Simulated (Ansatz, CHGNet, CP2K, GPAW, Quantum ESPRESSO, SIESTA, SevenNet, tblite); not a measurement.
## CP2K runs on generalised stacking fault on (111) (glide set) of a GaP-AlP solid solution (72 atoms)

Aim: run generalised stacking fault on (111) (glide set) of a GaP-AlP solid solution (72 atoms) in CP2K and see how near its forces come to a plane-wave reference, and at what cost.

Calculated with CP2K 2026.2; the method is named at each step.

### 1. The structure

The cell holds 72 atoms: 18 Al, 36 P and 18 Ga. Its edges and angles: a = 6.683 Å, b = 11.576 Å, c = 19.136 Å, α = 90.0°, β = 86.7°, γ = 90.0°. Zinc-blende GaP lattice (a = 5.4569 Å, the value set for the mixture), cell with z along [111], 1 x 3 x 2 periods; the third cell vector is tilted by 0.167 of 1/2[11-2] and lengthened by 0.2 Å, so the cell holds one fault (glide set); displaced by a Gaussian of 0.01 Å; 18 of 36 Ga sites given to Al at random (lattice constant by Vegard's rule between GaP and AlP). Then every atom was moved at random, 0.02 Å r.m.s. a Cartesian component. The structure's axis is c.

The yardstick, on the same geometry:

* method: Kohn-Sham DFT, PBE, SSSP efficiency 1.3.0 pseudopotentials, plane waves (Quantum ESPRESSO 7.5); sssp-pbe-1.3.0-efficiency, cutoffs 60/480 Ry, Γ point
* r.m.s. force component: 0.512 eV/Å
* longest force: 3.087 eV/Å
* pressure: 2.959 GPa
* gap (highest filled to lowest empty level): 0.4491 eV
* time: 13 min on 4 MPI ranks of Arm Neoverse V1, shared host
* CPU time: 50 min

### 2. PBE, DZVP-MOLOPT-SR, 800/50 Ry, diagonalisation

Method: Kohn-Sham DFT, PBE, GTH-PBE pseudopotentials, Gaussian and plane waves, DZVP-MOLOPT-SR-GTH, diagonalisation.

Input file input.inp:

```
&GLOBAL
  PROJECT cell
  RUN_TYPE ENERGY_FORCE
  PRINT_LEVEL LOW
&END GLOBAL
&FORCE_EVAL
  METHOD QS
  STRESS_TENSOR ANALYTICAL
  &DFT
    BASIS_SET_FILE_NAME BASIS_MOLOPT
    POTENTIAL_FILE_NAME GTH_POTENTIALS
    &MGRID
      CUTOFF 800
      REL_CUTOFF 50
      NGRIDS 5
    &END MGRID
    &QS
      EPS_DEFAULT 1.0E-12
    &END QS
    &SCF
      SCF_GUESS ATOMIC
      EPS_SCF 1.0E-06
      MAX_SCF 200
      ADDED_MOS 41
      &DIAGONALIZATION
        ALGORITHM STANDARD
      &END DIAGONALIZATION
      &SMEAR ON
        METHOD FERMI_DIRAC
        ELECTRONIC_TEMPERATURE [K] 580
      &END SMEAR
      &MIXING
        METHOD BROYDEN_MIXING
        ALPHA 0.15
        NBROYDEN 8
      &END MIXING
      &PRINT
        &RESTART OFF
        &END RESTART
      &END PRINT
    &END SCF
    &XC
      &XC_FUNCTIONAL PBE
      &END XC_FUNCTIONAL
    &END XC
    &PRINT
      &MULLIKEN ON
      &END MULLIKEN
      &HIRSHFELD ON
        SHAPE_FUNCTION DENSITY
      &END HIRSHFELD
      &MO ON
        EIGENVALUES T
        OCCUPATION_NUMBERS T
        MO_INDEX_RANGE 223 246
        &EACH
          QS_SCF 0
        &END EACH
        ADD_LAST NUMERIC
      &END MO
    &END PRINT
  &END DFT
  &SUBSYS
    &CELL
      A 6.68331 0.00000 0.00000
      B 0.00000 11.57583 0.00000
      C 1.11391 0.00000 19.10326
    &END CELL
    &COORD
      SCALED
      Al 0.49910 0.16668 0.02011
      P 0.47777 0.16411 0.14422
      Ga 0.80342 0.16585 0.18570
      P 0.78771 0.16897 0.31006
      Ga 0.00011 0.00010 0.02015
      P 0.97238 0.00000 0.14651
      Al 0.30306 0.99910 0.18587
      P 0.28734 0.00170 0.30980
      Ga 0.61005 0.00061 0.34969
      P 0.59098 0.00153 0.47553
      Al 0.49057 0.49816 0.02000
      P 0.47810 0.50438 0.14357
      Ga 0.79660 0.50009 0.18665
      P 0.77956 0.49795 0.30842
      Al 0.99762 0.33096 0.02221
      P 0.97439 0.32984 0.14389
      Ga 0.30155 0.33481 0.18468
      P 0.27792 0.33676 0.31137
      Al 0.60557 0.33542 0.34834
      P 0.59145 0.33435 0.47246
      Ga 0.11028 0.16777 0.35011
      P 0.08762 0.16845 0.47257
      Ga 0.41560 0.16816 0.51475
      P 0.39430 0.16770 0.63720
      Al 0.72261 0.16675 0.68013
      P 0.69290 0.16470 0.80431
      Ga 0.91377 0.00079 0.51403
      P 0.89533 0.99653 0.63807
      Al 0.21459 0.99992 0.68043
      P 0.19913 0.00077 0.80403
      Ga 0.52615 0.00216 0.84341
      P 0.51067 0.99767 0.96888
      Ga 0.49723 0.83269 0.02001
      P 0.47533 0.83239 0.14494
      Al 0.80134 0.83770 0.18623
      P 0.78093 0.83610 0.30937
      Ga 0.99427 0.67004 0.02057
      P 0.97762 0.66651 0.14476
      Al 0.30117 0.66438 0.18638
      P 0.28696 0.66735 0.31024
      Al 0.61156 0.66763 0.35007
      P 0.58637 0.66579 0.47604
      Ga 0.10714 0.50090 0.34978
      P 0.08669 0.49862 0.47640
      Al 0.41101 0.49992 0.51526
      P 0.39642 0.50102 0.64000
      Al 0.71901 0.49804 0.68201
      P 0.69475 0.50111 0.80224
      Al 0.91344 0.33481 0.51651
      P 0.89345 0.32979 0.64062
      Al 0.22041 0.33406 0.68137
      P 0.19618 0.33348 0.80614
      Ga 0.53031 0.32756 0.84609
      P 0.51082 0.33121 0.96945
      Al 0.02343 0.16575 0.84562
      P 0.01115 0.16687 0.96868
[... 12 atom lines left out ...]
      Ga 0.02225 0.49965 0.84545
      P 0.99955 0.50288 0.97150
      Al 0.02635 0.83360 0.84616
      P 0.00762 0.82940 0.97197
    &END COORD
    &KIND Al
      BASIS_SET DZVP-MOLOPT-SR-GTH-q3
      POTENTIAL GTH-PBE-q3
    &END KIND
    &KIND P
      BASIS_SET DZVP-MOLOPT-SR-GTH-q5
      POTENTIAL GTH-PBE-q5
    &END KIND
    &KIND Ga
      BASIS_SET DZVP-MOLOPT-SR-GTH-q13
      POTENTIAL GTH-PBE-q13
    &END KIND
  &END SUBSYS
  &PRINT
    &FORCES ON
    &END FORCES
    &STRESS_TENSOR ON
    &END STRESS_TENSOR
  &END PRINT
&END FORCE_EVAL
```

Started as:

```sh
$ OMP_NUM_THREADS=2 cp2k.psmp -i input.inp > output.txt
```

Numbers of over 12 decimals in the logs are rounded to 6 here.

The log of the run:

```text
CP2K| version string:                                       CP2K version 2026.2
 CP2K| Input file name                                                 input.inp
 GLOBAL| Basis set file name                                        BASIS_MOLOPT
 GLOBAL| Potential file name                                      GTH_POTENTIALS
 GLOBAL| Run type                                                   ENERGY_FORCE
 GLOBAL| Total number of message passing processes                             1
 GLOBAL| Number of threads for this process                                    2
 TOTAL NUMBERS AND MAXIMUM NUMBERS
  Total number of            - Atomic kinds:                                   3
                             - Atoms:                                         72
                             - Shell sets:                                    72
                             - Shells:                                       396
                             - Primitive Cartesian functions:                324
                             - Cartesian basis functions:                   1296
                             - Spherical basis functions:                   1152
  Maximum angular momentum of- Orbital basis functions:                        3
                             - Local part of the GTH pseudopotential:          0
                             - Non-local part of the GTH pseudopotential:      4
 SCF PARAMETERS         Density guess:                                    ATOMIC
                        max_scf:                                             200
                        eps_scf:                                        1.00E-06
                        added MOs                                        41    0
                        Mixing method:                            BROYDEN_MIXING
                                                charge density mixing in g-space
                        Smear method:                                FERMI_DIRAC
                        Electronic temperature [K]:                        580.0
                        Electronic temperature [a.u.]:                  1.84E-03
                        Accuracy threshold:                             1.00E-10
 Extrapolation method: initial_guess
 Number of electrons:                                                        468
 Number of occupied orbitals:                                                234
 Number of molecular orbitals:                                               275
 Number of orbital functions:                                               1152
 Number of independent orbital functions:                                   1152
 SCF WAVEFUNCTION OPTIMIZATION
  Step     Update method      Time    Convergence         Total energy    Change
     1 NoMix/Diag. 0.15E+00    7.1     1.46727884     -1621.7189518434 -1.62E+03
     2 Broy./Diag. 0.15E+00   11.0     0.05883472     -1613.2031510108  8.52E+00
     3 Broy./Diag. 0.15E+00   11.1     0.18265611     -1615.7713694415 -2.57E+00
     4 Broy./Diag. 0.15E+00   11.1     0.02446749     -1618.7597677284 -2.99E+00
[...]
16 Broy./Diag. 0.15E+00   11.6     0.00001357     -1618.1330138294  2.47E-04
    17 Broy./Diag. 0.15E+00   11.6     0.00000092     -1618.1329118392  1.02E-04
  *** SCF run converged in    17 steps ***
  Electronic density on regular grids:       -467.9999999943        0.0000000057
  Core density on regular grids:              467.9999999994       -0.0000000006
  Total charge density on r-space grids:        0.0000000050
  Total charge density g-space grids:           0.0000000050
  Overlap energy of the core charge distribution:               7.67789e-08
  Self energy of the core charge distribution:              -2443.275608
  Core Hamiltonian energy:                                    676.674414
  Hartree energy:                                             407.929597
  Exchange-correlation energy:                               -259.460777
  Electronic entropic energy:                                  -0.000537285
  Fermi energy:                                                 0.208301
  Total energy:                                             -1618.132912
  Total energy (extrapolated to T->0):                      -1618.132643
 MO| EIGENVALUES AND OCCUPATION NUMBERS
 MO|
 MO|  Index      Eigenvalue [a.u.]        Eigenvalue [eV]             Occupation
 MO|    223               0.132196               3.597245               2.000000
 MO|    224               0.134040               3.647418               2.000000
 MO|    225               0.136832               3.723386               2.000000
[...]
MO|    245               0.251413               6.841298               0.000000
 MO|    246               0.252985               6.884064               0.000000
 MO| Sum:                                                             468.000000
 MO| E(Fermi):            0.208301 a.u.          5.668163 eV
 !-----------------------------------------------------------------------------!
                     Mulliken Population Analysis
 #  Atom  Element  Kind  Atomic population                           Net charge
       1     Al       1          2.606471                              0.393529
       2     P        2          5.415804                             -0.415804
       3     Ga       3         12.776747                              0.223253
[...]
71     Al       1          2.417403                              0.582597
      72     P        2          5.091262                             -0.091262
 # Total charge                            468.000000                  0.000000
 !-----------------------------------------------------------------------------!
 !-----------------------------------------------------------------------------!
                           Hirshfeld Charges
  #Atom  Element  Kind  Ref Charge     Population                    Net charge
      1       Al     1       3.000          2.797                         0.203
      2       P      2       5.000          5.186                        -0.186
      3       Ga     3      13.000         12.807                         0.193
[...]
71       Al     1       3.000          2.823                         0.177
     72       P      2       5.000          5.221                        -0.221
  Total Charge                                                           -0.000
 !-----------------------------------------------------------------------------!
 ENERGY| Total FORCE_EVAL ( QS ) energy [hartree]          -1618.132828
 FORCES| Atomic forces [hartree/bohr]
 FORCES|   Atom     x               y               z               |f|
 FORCES|      1 -1.66750383E-03 -1.51189538E-02  2.67947972E-02   3.08111099E-02
 FORCES|      2  1.12776296E-05  6.27728452E-03 -4.09038772E-03   7.49237611E-03
 FORCES|      3 -6.39718638E-03 -1.28428033E-03  8.98499615E-03   1.11042121E-02
[...]
FORCES|     71 -4.44859428E-03 -5.86763204E-03  3.96602603E-03   8.36351955E-03
 FORCES|     72  1.48034942E-03  3.92482977E-02 -4.76359373E-02   6.17397994E-02
 FORCES| Sum     3.44560888E-04 -1.03159611E-03 -2.17053034E-03
 FORCES| Total atomic force                                       2.42777979E-03
 STRESS| Analytical stress tensor [bar]
 STRESS|                        x                   y                   z
 STRESS|      x       -2.56089670505E+04  -9.29356941089E+02  -3.03358016998E+03
 STRESS|      y       -9.29356941089E+02   1.04085547111E+05  -1.28831795204E+02
 STRESS|      z       -3.03358016998E+03  -1.28831795204E+02   1.97454535428E+04
 STRESS| 1/3 Trace                                             3.27406778677E+04
```

Wall time 3.8 min (2 threads of Arm Neoverse V1, shared host); peak memory 5.9 GiB.

Banners, paths, timers and routine set-up lines are dropped from the logs unmarked, and long logs keep their key lines alone; longer cuts are marked.

Numbers from this run, and their distance from the reference:

| Quantity | Value |
| --- | --- |
| r.m.s. force component | 0.521 eV/Å |
| r.m.s. difference of force components | 28.65 meV/Å |
| longest difference of force vectors | 90.77 meV/Å |
| force difference over r.m.s. force | 5.596 % |
| slope of forces against the reference's | 1.016 |
| correlation of force components | 0.9986 |
| gap (highest filled to lowest empty level) | 0.4295 eV |
| gap difference | -0.0196 eV |
| pressure | 3.274 GPa |
| pressure difference | 0.3148 GPa |

Length of the force difference by element (eV/Å):

| element | atoms | mean | most |
| --- | --- | --- | --- |
| Al | 18 | 0.011 | 0.022 |
| Ga | 18 | 0.062 | 0.086 |
| P | 36 | 0.051 | 0.091 |

Levels nearest the highest filled one (eV from it): -1.86, -1.81, -1.73, -1.63, -1.54, -1.52, -1.29, -1.25, -1.25, -0.80, -0.73, 0.00, 0.43, 0.60, 0.79, 0.84, 0.89, 0.98, 1.11, 1.18, 1.29, 1.33, 1.39, 1.43.

The surroundings of P70, picked at random, nearest first, numbered as they follow in the input and with coordinates relative to it.

| atom | x | y | z | distance (Å) | bonds | Hirshfeld charge (e) | Fx | Fy | Fz (eV/Å) |
| --- | --- | --- | --- | --- | --- | --- | --- | --- | --- |
| P70 | 0.00 | 0.00 | 0.00 | 0.00 | 3 | -0.22 | -0.01 | -0.87 | -1.27 |
| Ga37 | 0.02 | 1.94 | 0.94 | 2.15 | 3 | 0.22 | -0.09 | -1.40 | 2.15 |
| Al15 | 0.04 | -1.99 | 0.97 | 2.21 | 3 | 0.20 | -0.09 | 0.79 | 0.84 |
| Ga69 | 0.01 | -0.04 | -2.41 | 2.41 | 4 | 0.20 | -0.24 | 0.15 | 0.42 |
| Al11 | 3.34 | -0.05 | 0.93 | 3.46 | 3 | 0.20 | -0.07 | 0.79 | 0.83 |
| Al11 | -3.35 | -0.05 | 0.93 | 3.47 | 3 | 0.20 | -0.07 | 0.79 | 0.83 |
| P72 | 0.05 | 3.78 | 0.01 | 3.78 | 3 | -0.22 | 0.08 | 2.02 | -2.45 |
| P68 | -3.26 | 1.91 | -0.08 | 3.78 | 3 | -0.24 | 0.18 | -0.83 | -0.88 |
| P38 | 0.05 | 1.89 | 3.31 | 3.81 | 4 | -0.18 | -0.08 | 0.25 | 0.08 |

Forces lie 5.6 % from the reference's, at 0.14 times its CPU time (on 2 against 4 cores).

### 3. PBE, DZVP-MOLOPT-SR, 280/50 Ry, diagonalisation

Method: Kohn-Sham DFT, PBE, GTH-PBE pseudopotentials, Gaussian and plane waves, DZVP-MOLOPT-SR-GTH, diagonalisation.

input.inp: that of step 2 with these lines changed.

```diff
@@ -12,5 +12,4 @@
     &MGRID
-      CUTOFF 800
+      CUTOFF 280
       REL_CUTOFF 50
-      NGRIDS 5
     &END MGRID
@@ -69,4 +68,27 @@
     &COORD
-      SCALED
-[... 72 atom lines left out: the same atoms as in the first run ...]
+      Al 3.35804 1.92946 0.38417
+      P 3.35373 1.89971 2.75507
+      Ga 5.57636 1.91985 3.54748
+      P 5.60989 1.95597 5.92316
+      Ga 0.02318 0.00116 0.38493
+      P 6.66192 0.00000 2.79882
+      Al 2.23249 11.56541 3.55072
+      P 2.26547 0.01968 5.91819
+      Ga 4.46668 0.00706 6.68022
+      P 4.47940 0.01771 9.08417
+      Al 3.30091 5.76662 0.38207
+      P 3.35521 5.83862 2.74266
+      Ga 5.53184 5.78896 3.56562
+      P 5.55359 5.76418 5.89183
+      Al 6.69214 3.83114 0.42428
+      P 6.67243 3.81817 2.74877
+      Ga 2.22107 3.87570 3.52799
+      P 2.20426 3.89828 5.94818
+      Al 4.43523 3.88276 6.65443
+      P 4.47912 3.87038 9.02553
+[... 48 atom lines left out ...]
+      Ga 1.09046 5.78386 16.15085
+      P 7.76247 5.82125 18.55882
+      Al 1.11865 9.64961 16.16441
+      P 1.13361 9.60099 18.56780
     &END COORD
```

The log of the run:

```text
CP2K| version string:                                       CP2K version 2026.2
 CP2K| Input file name                                                 input.inp
 GLOBAL| Basis set file name                                        BASIS_MOLOPT
 GLOBAL| Potential file name                                      GTH_POTENTIALS
 GLOBAL| Run type                                                   ENERGY_FORCE
 GLOBAL| Total number of message passing processes                             1
 GLOBAL| Number of threads for this process                                    2
[... lines left out ...]
                        Smear method:                                FERMI_DIRAC
[... lines left out ...]
 Number of electrons:                                                        468
[... lines left out ...]
  Step     Update method      Time    Convergence         Total energy    Change
[... lines left out ...]
  *** SCF run converged in    17 steps ***
[... lines left out ...]
  Fermi energy:                                                 0.207681
  Total energy:                                             -1618.320825
  Total energy (extrapolated to T->0):                      -1618.320519
[... lines left out ...]
 MO| E(Fermi):            0.207681 a.u.          5.651296 eV
[... lines left out ...]
     72       P      2       5.000          5.219                        -0.219
  Total Charge                                                           -0.000
 !-----------------------------------------------------------------------------!
 ENERGY| Total FORCE_EVAL ( QS ) energy [hartree]          -1618.320743
 FORCES| Atomic forces [hartree/bohr]
 FORCES|   Atom     x               y               z               |f|
 FORCES|      1 -1.58125347E-03 -1.47936224E-02  2.69437749E-02   3.07785418E-02
 FORCES|      2 -5.16610619E-04  6.40819680E-03 -4.59383749E-03   7.90159577E-03
 FORCES|      3  4.71031606E-02  4.45593312E-02 -6.98838009E-02   9.53309360E-02
[...]
FORCES|     71 -4.66060431E-03 -5.84595844E-03  4.08529823E-03   8.51974907E-03
 FORCES|     72  1.29217535E-03  3.87984021E-02 -4.89629964E-02   6.24848841E-02
 FORCES| Sum     2.72675923E-01 -5.46422567E-01 -3.60796430E-01
 FORCES| Total atomic force                                       7.09298135E-01
 STRESS| Analytical stress tensor [bar]
 STRESS|                        x                   y                   z
 STRESS|      x       -1.73613223863E+04  -9.67568728220E+02  -2.15843145473E+03
 STRESS|      y       -9.67568728220E+02   1.19168862949E+05  -1.79130932431E+02
 STRESS|      z       -2.15843145473E+03  -1.79130932431E+02   3.76029034463E+04
 STRESS| 1/3 Trace                                             4.64701480030E+04
```

Wall time 2.8 min (2 threads); peak memory 1.4 GiB.

Against the reference:

```yaml
r_m_s_force_component: 1.522 eV/Å
r_m_s_difference_of_force_components: 1485 meV/Å
longest_difference_of_force_vectors: 7985 meV/Å
force_difference_over_r_m_s_force: 290 %
slope_of_forces_against_the_reference_s: 0.7119
correlation_of_force_components: 0.2407
pressure: 4.647 GPa
pressure_difference: 1.688 GPa
energy_less_the_same_level_run_s: -71.02 meV/atom
r_m_s_force_difference_from_the_same_level_run: 1487 meV/Å
```

This is a coarse setting, run to see what it loses.

Against the first run (5.6 %), the force difference from the reference is 290 %, at 0.76 times the CPU time: the grid matters here.

The difference per atom is largest on Ga (4.8 eV/Å on average, against 0.068 on P). The forces add up to 36 eV/Å instead of zero, usually a sign of too coarse a grid.

(Continued in part 2 of 2.)

[Also dropped from logs without a mark: logging warnings of Python, and SIESTA's first energy breakdown and zero terms.]

[Logs are printed without paths, hosts, clocks, repeated set-up lines and the standing remarks that a program may print on its own settings, such as how far it seeks lower states.]

[Hosts, paths, dates, database ids (printed as entryN), source tags and the programs' standing remarks are cut or masked in the printed files.]
